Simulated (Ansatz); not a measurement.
# SrTiO3: the cost of one run

Computed with Ansatz 0.2.0 (DFT PBEsol, scalar-relativistic, plane waves, PAW, unless a step's input says otherwise).

1 further run of the same task is left out (set aside as unsound or not needed).

### 1 Starting point

The structure is tetragonal, space group I4/mcm (No. 140). The conventional cell has a = 5.487 Å, b = 5.487 Å, c = 7.809 Å, α = 90.00°, β = 90.00°, γ = 90.00°. Around Sr (site symmetry -42m) lie 12 O at 2.62 to 2.89 Å. Around Ti (site symmetry 4/m) lie 6 O at 1.95 Å. O (site symmetry 422) is surrounded by 2 Ti at 1.95 Å and 4 Sr at 2.74 Å. O (site symmetry m2m) has 2 Ti at 1.95 Å and 2 Sr at 2.62 Å as nearest neighbours.

Coordinates:

```
Sr Ti O
1.0
    -2.74354    2.74354    3.90431
     2.74354   -2.74354    3.90431
     2.74354    2.74354   -3.90431
Sr Ti O
2 2 6
Direct
  0.75000 0.25000 0.50000
  0.25000 0.75000 0.50000
  0.00000 0.00000 0.00000
  0.50000 0.50000 0.00000
  0.25000 0.25000 0.00000
  0.75000 0.75000 0.00000
  0.72535 0.22535 0.95071
  0.22535 0.27465 0.50000
  0.27465 0.77465 0.04929
  0.77465 0.72535 0.50000
```

This cell was relaxed beforehand with the same method: volume 11.76 Å³/atom, gap on the mesh 1.97 eV.

### 2 Zero of energy

The reference gives a free energy of -15314.5005 eV, pressure 0.01 GPa, largest force 0.000 eV/Å and gap on the mesh 1.97 eV. It was computed beforehand with the settings of the runs below.

### 3 Setting up moving one atom along a line

Atom 7 (O) is moved by x along the Cartesian unit vector (0.000, 0.000, 1.000); the cell and all other atoms stay fixed. Forces below are components along that vector, summed over the moved atoms. In a periodic cell its images move with it.

### 4 Point x = -0.200 Å

Input file input.yaml:

```yaml
crystal:
  lattice:
    - [-2.7435446834, 2.7435446834, 3.9043133139]
    - [2.7435446834, -2.7435446834, 3.9043133139]
    - [2.7435446834, 2.7435446834, -3.9043133139]
  atoms:
    - { symbol: Sr, position: [0.75, 0.25, 0.5] }
    - { symbol: Sr, position: [0.25, 0.75, 0.5] }
    - { symbol: Ti, position: [0.0, 0.0, 0.0] }
    - { symbol: Ti, position: [0.5, 0.5, 0.0] }
    - { symbol: O, position: [0.25, 0.25, 0.0] }
    - { symbol: O, position: [0.75, 0.75, 0.0] }
    - { symbol: O, position: [0.6997418269, 0.1997418269, 0.950709051] }
    - { symbol: O, position: [0.2253545255, 0.2746454745, 0.5] }
    - { symbol: O, position: [0.2746454745, 0.7746454745, 0.049290949] }
    - { symbol: O, position: [0.7746454745, 0.7253545255, 0.5] }
basis:
  ecutwfc: 420
kpoints:
  mp_grid: { grid: [8, 8, 8] }
hamiltonian:
  xc: pbesol
scf:
  occupations: { method: gaussian, width: 0.05 }
output:
  forces: true
  stress: true
  eigenvalues: true
```

The run is started by

```bash
$ ansatz run input.yaml --threads 2 --pin off --max-ram 5120MiB --backend cpu --events-out ev --progress --plain --runs-dir out
```

What time and memory should one allow on 2 threads of Intel Xeon at 2.50GHz (Skylake/Cascade Lake), shared host?

About 80 s, with a peak of 0.86 GiB.
